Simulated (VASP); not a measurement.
# Sc: molecular dynamics at constant energy

Sc, P-1 (no. 2), 8 atoms in the cell. PBE, molecular dynamics; PAW potentials Sc_sv (PBE set).

Ensemble: NVE; Starting temperature (K): 1000.

## Input

INCAR:
```
GGA      = PE             # functional
PREC     = Normal         # precision mode
ENCUT    = 230            # plane-wave cutoff, eV
EDIFF    = 1E-6           # SCF threshold, eV
NELMIN   = 4            
NELM     = 60             # most SCF steps
ALGO     = Fast           # electronic algorithm
LREAL    = Auto         
LASPH    = True           # aspherical terms in the spheres
ISMEAR   = -1             # smearing method
SIGMA    = 0.05           # smearing width, eV
ISYM     = 0            
LWAVE    = False          # write WAVECAR
LCHARG   = False          # write CHGCAR
IBRION   = 0              # ionic algorithm
NSW      = 60             # ionic steps
POTIM    = 2.0            # step
TEBEG    = 1000         
ISIF     = 2              # what is computed and relaxed
RANDOM_SEED= 487553 0 0   
MDALGO   = 1            
ANDERSEN_PROB= 0.0          
KPAR     = 2             
```

KPOINTS:
```
k-points
0
Monkhorst-Pack
  2 2 2
```

POSCAR:
```
Sc
1.0
    6.4039233644      0.0000000000      0.0000000000
    3.0042156746      5.6882812084      0.0000000000
    3.0979872474      1.8528936060      5.3483624778
Sc
8
Direct
    0.0000000000      0.0000000000      0.0000000000
    0.0000000000      0.0000000000      0.5000000000
    0.0000000000      0.5000000000      0.0000000000
    0.0000000000      0.5000000000      0.5000000000
    0.5000000000      0.0000000000      0.0000000000
    0.5000000000      0.0000000000      0.5000000000
    0.5000000000      0.5000000000      0.0000000000
    0.5000000000      0.5000000000      0.5000000000
```

Commands:
```
cat potpaw_PBE.64/Sc_sv/POTCAR > POTCAR
mpirun -np 2 vasp_std > vasp.out
```

## Result

- Rise of the mean potential energy above the start (meV/atom): 57.4
- Mean temperature (K): 492
- Electronic steps per ionic step after the first: 7.1

Course of the run:

| Time (fs) | Temperature (K) | Potential energy less the first (meV/atom) |
|---|---|---|
| 2 | 1000 | 0.0 |
| 12 | 914 | 9.7 |
| 20 | 745 | 28.8 |
| 30 | 487 | 58.0 |
| 38 | 320 | 77.0 |
| 48 | 235 | 86.6 |
| 56 | 279 | 81.6 |
| 66 | 426 | 64.9 |
| 74 | 547 | 51.2 |
| 84 | 608 | 44.3 |
| 92 | 554 | 50.4 |
| 102 | 396 | 68.3 |
| 110 | 264 | 83.2 |
| 120 | 180 | 92.8 |

The mean temperature lies below the starting 1000 K, since the atoms start on their sites and part of their kinetic energy turns into potential energy.

REPORT:
```
MDALGO =   1
         ANDERSEN_PROB =  0.00000000
               SCALING =       0
                 CNEXP =     9.000   14.000
           RANDOM_SEED =            487553                0                0

   original number of atomic DOF:         21
   number of independent constraints:      0
   number of active DOF:                  21

========================================
         MD step No.       1
========================================

  Atomic velocities initialized by STEP_tb

  >Energies
                    E_tot             E_pot             E_kin               EPS                ES
   e_b>   -0.48525158E+02   -0.49429982E+02    0.90482402E+00    0.00000000E+00    0.00000000E+00

  >Temperature
               T_sim     T_inst
   tmprt>   1000.000    999.998

  >Thermostat, num. of collisions:                0

           RANDOM_SEED =            487553               96                0

[... steps left out ...]

========================================
         MD step No.      60
========================================

  >Energies
                    E_tot             E_pot             E_kin               EPS                ES
   e_b>   -0.48524906E+02   -0.48687629E+02    0.16272347E+00    0.00000000E+00    0.00000000E+00

  >Temperature
               T_sim     T_inst
   tmprt>   1000.000    179.840

  >Thermostat, num. of collisions:                0

           RANDOM_SEED =            487553             2928                0
```

OSZICAR:
```
N       E                     dE             d eps       ncg     rms          rms(c)
DAV:   1     0.105479315627E+04    0.10548E+04   -0.30997E+04   496   0.998E+02
DAV:   2     0.264738431875E+02   -0.10283E+04   -0.10213E+04   504   0.638E+02
DAV:   3    -0.492107094434E+02   -0.75685E+02   -0.73109E+02   672   0.157E+02
DAV:   4    -0.544094842985E+02   -0.51988E+01   -0.48894E+01   648   0.333E+01
DAV:   5    -0.548641697313E+02   -0.45469E+00   -0.43614E+00   600   0.744E+00    0.147E+01
RMM:   6    -0.497800362550E+02    0.50841E+01   -0.78795E+00   416   0.213E+01    0.522E+00
RMM:   7    -0.494985875402E+02    0.28145E+00   -0.12943E+01   466   0.163E+01    0.288E+00
RMM:   8    -0.493740949931E+02    0.12449E+00   -0.10041E+00   428   0.677E+00    0.108E+00
RMM:   9    -0.493975487709E+02   -0.23454E-01   -0.42148E-01   508   0.204E+00    0.318E-01
RMM:  10    -0.494114254496E+02   -0.13877E-01   -0.15478E-01   570   0.898E-01    0.212E-01
[... 47 further cycles ...]
RMM:  13    -0.494267890128E+02   -0.31644E-05   -0.32084E-05   318   0.767E-03    0.591E-04
RMM:  14    -0.494267907774E+02   -0.17647E-05   -0.17879E-05   248   0.456E-03    0.511E-04
[... left out ...]
[... last step whole ...]
       N       E                     dE             d eps       ncg     rms          rms(c)
DAV:   1    -0.486874247778E+02    0.61490E-02   -0.84429E-03   728   0.356E+00    0.836E-03
RMM:   2    -0.486875527999E+02   -0.12802E-03   -0.12995E-03   440   0.316E-01    0.580E-03
RMM:   3    -0.486876114301E+02   -0.58630E-04   -0.56098E-04   517   0.116E-01    0.337E-03
RMM:   4    -0.486876278092E+02   -0.16379E-04   -0.15921E-04   562   0.720E-02    0.423E-03
RMM:   5    -0.486876289711E+02   -0.11619E-05   -0.10686E-05   375   0.175E-02    0.394E-03
RMM:   6    -0.486876294047E+02   -0.43353E-06   -0.44830E-06   307   0.916E-03
     60 T=   180. E= -.48524906E+02 F= -.48687629E+02 E0= -.48614754E+02  EK= 0.16272E+00 SP= 0.00E+00 SK= 0.00E+00
```

Limits: 120 fs of 8 atoms are too short for converged averages; the cell is only 5.3 Å across, so each atom moves in step with near copies of itself.

VASP 6.6.1 took 366 s on 2 cores (Intel Xeon Platinum 8259CL @ 2.50GHz (Skylake/Cascade Lake)), a shared host.
